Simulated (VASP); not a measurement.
A run of VASP 6.6.1 is set up as follows.

File INCAR:

```
SYSTEM = Hg
  PREC = Accurate
  ENCUT = 520
  EDIFF = 1E-6
  ISMEAR = 0
  SIGMA = 0.1
  LREAL = .False.
  LASPH = .True.
  NELM = 100
  ALGO = Fast
  ISIF = 2
  LWAVE = .False.
  LCHARG = .False.
  GGA = PE
  IVDW = 12
  NBANDS = 32
```

The input KPOINTS:

```
regular mesh
0
Gamma
  15 15 4
  0 0 0
```

POSCAR

```
Hg
1.0
    3.3374995849      0.0000000000      0.0000000000
   -1.6687497925      2.8903594256      0.0000000000
    0.0000000000      0.0000000000     10.5882697211
Hg
4
Direct
    0.0000000000      0.0000000000      0.0000000000
    0.3333333333      0.6666666667      0.2500000000
    0.0000000000      0.0000000000      0.5000000000
    0.6666666667      0.3333333333      0.7500000000
```

Potentials or basis: VASP PAW PBE potentials, release 64 (Hg).

Run with:

```sh
$ cat potpaw_PBE.64/Hg/POTCAR > POTCAR
$ mpirun -np 1 vasp_std > vasp.out
```

Question: Estimate the pressure.

Answer: 0.2 GPa.

Question: Estimate the band gap on the k mesh.

Answer: None (metal or under the smearing width).

Question: Estimate the dispersion energy per atom.

Answer: -0.410 eV.

Caveat: pairwise dispersion overbinds metals, which lowers pressure and volume. Spin-orbit coupling is left out, which matters for the levels of Hg.
